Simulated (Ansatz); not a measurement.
**Si: random displacements**

Level of theory: DFT r2SCAN, scalar-relativistic, plane waves, PAW (Ansatz 0.2.0). Settings: plane waves to 500 eV, k-mesh 6×6×6 (Γ-centred), Gaussian smearing 0.05 eV. No spin polarisation. Energies are free energies at this smearing, counted from the undisturbed cell; pressure is positive in compression.

Reference structure (as given, not relaxed at this level):

```xyz
8
Lattice="5.4309 0.0000 0.0000 0.0000 -5.4309 0.0000 0.0000 0.0000 -5.4309" Properties=species:S:1:pos:R:3 pbc="T T T"
Si    2.7155    0.0000    0.0000
Si    0.0000   -2.7155    0.0000
Si    0.0000    0.0000   -2.7155
Si    2.7155   -2.7155   -2.7155
Si    4.0732   -4.0732   -4.0732
Si    1.3577   -1.3577   -4.0732
Si    1.3577   -4.0732   -1.3577
Si    4.0732   -1.3577   -1.3577
```

The atoms are displaced (Å, in the unstrained cell):

```tsv
atom	ux	uy	uz
Si1	0.036	0.202	-0.104
Si2	0.006	0.089	0.014
Si3	0.027	0.023	0.117
Si4	0.036	-0.052	0.016
Si5	-0.107	-0.066	0.073
Si6	0.099	-0.072	-0.082
Si7	-0.015	-0.067	0.060
Si8	-0.083	-0.057	-0.094
```

The cell is not strained.

Q: What are the energy change, the stress and the forces?

A: ΔE = 155.7 meV/atom; stress (xx, yy, zz, yz, xz, xy; compression positive) (2.85, 1.65, 2.45, 2.25, 5.21, 0.39) GPa; gap on the mesh 0.05 eV.
```
atom Fx (eV/Å) Fy Fz
 Si1       0.65  -3.63   1.18
 Si2      -1.09  -1.37  -0.09
 Si3      -0.43  -1.60  -2.09
 Si4      -1.83  -0.34  -0.43
 Si5       2.61   0.77  -0.24
 Si6      -0.05   1.92   0.89
 Si7      -1.19   2.77  -0.79
 Si8       1.34   1.49   1.57
```

Cost: 1 run of about 2.6 core-minutes, on Intel Xeon Processor @ 2.50GHz (Skylake/Cascade Lake) (shared hosts).